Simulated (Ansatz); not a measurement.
Al$_{3}$Cu$_{2}$ (P-3m1)

Theory: DFT PBEsol, scalar-relativistic, plane waves, PAW (Ansatz 0.2.0).

Cutoff 420 eV; k points 12×12×8 on the computed 5-atom cell (Γ-centred); Gaussian smearing, width 0.10 eV; no spin polarisation.

The structure is relaxed at this level of theory with its symmetry kept. Whether it is the stable form of this composition wasn't checked.

The structure is trigonal, space group P-3m1 (No. 164). The conventional cell has a = 4.099 Å, b = 4.099 Å, c = 4.982 Å, α = 90.00°, β = 90.00°, γ = 120.00°. Around Al (site symmetry -3m) lie 6 Cu at 2.49 Å. Around Al (site symmetry 3m) lie 5 Cu at 2.45 to 2.56 Å and 3 Al at 2.79 Å. Around Cu (site symmetry 3m) lie 8 Al at 2.45 to 2.56 Å.

- Volume per atom: 14.50 Å³
- Formation energy from the elements' standard states (uncorrected): -0.169 eV/atom
- Kohn–Sham band gap: none (metal)
- Density of states at the Fermi level: 1.13 states/eV per cell
- Löwdin character within 0.5 eV of the Fermi level: Al 3p 50 %, Al 3s 24 %, Cu 3d 11 %, Cu 4s 7 %, unprojected 8 %
- Bulk modulus: 113 GPa
- Its pressure derivative: 4.8
- Bader charges (e): Al (1 in the cell) 1.36, Al (2 in the cell) 1.34, Cu (2 in the cell) -2.02